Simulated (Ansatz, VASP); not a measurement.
**One calculation of Y, two programs**

```
Y
1.0
     0.00000    2.60204    2.60204
     2.60204    0.00000    2.60204
     2.60204    2.60204    0.00000
Y
1
Direct
  0.00000 0.00000 0.00000
```

Change from the starting cell: volume scaled by 1.06.

Alike in both runs: task single point; functional PBE; k mesh 9 × 9 × 9; occupations fermi-dirac, width 0.05 eV; no spin polarisation.

|  | VASP | Ansatz |
| --- | --- | --- |
| version | VASP 6.6.1 | Ansatz 0.2.0 |
| potentials or method | VASP PAW PBE potentials, release 64 (Y_sv) | Ansatz PAW |
| plane-wave cutoff (eV) | 520 | 420 |
| valence electrons in the cell | 11 | 11 |

|  | VASP | Ansatz | Ansatz less VASP |
| --- | --- | --- | --- |
| gap on the k mesh at the Fermi level (eV) | none | none | - |
| pressure (GPa) | -2.8 | -2.8 | +0.08 |

A gap of «none» marks a metal or a gap that the smearing closes. The functional is the same, so the differences come from potentials, cutoffs and numerics.
